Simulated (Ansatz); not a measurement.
Start from LaAlO3 (space group R-3c, No. 167; a = 5.3529 Å, c = 13.0480 Å (hexagonal axes)). Axes: x lies along a and z along c of the hexagonal cell.

Method: PBEsol, PAW, 420 eV (Ansatz, a program for electronic structure; spin-orbit coupling left out), earlier PAW set.

It is then changed as follows: uniaxial strain ε_xx = +2.33 %, all other strain components held at zero, atoms relaxed at fixed cell.

### Question
Predict the stress tensor and what it implies for the stiffness.

### Answer
Stress of the strained cell less that of the base (GPa, compression positive):
```
  -7.85    0.00    0.00
   0.00   -3.13   -0.70
   0.00   -0.70   -1.71
```

Then −Δσ_ii/ε with ε = 0.0233 gives secant stiffness values (nonlinear terms included at this strain): C11 ≈ 337 GPa, C12 ≈ 134 GPa and C13 ≈ 73 GPa.

As a check, the harmonic strain energy −½ V₀ Δσ:ε is 6.2 meV/atom; the computed energy rise is 6.1 meV/atom.

Whether these cells are dynamically stable was not tested.
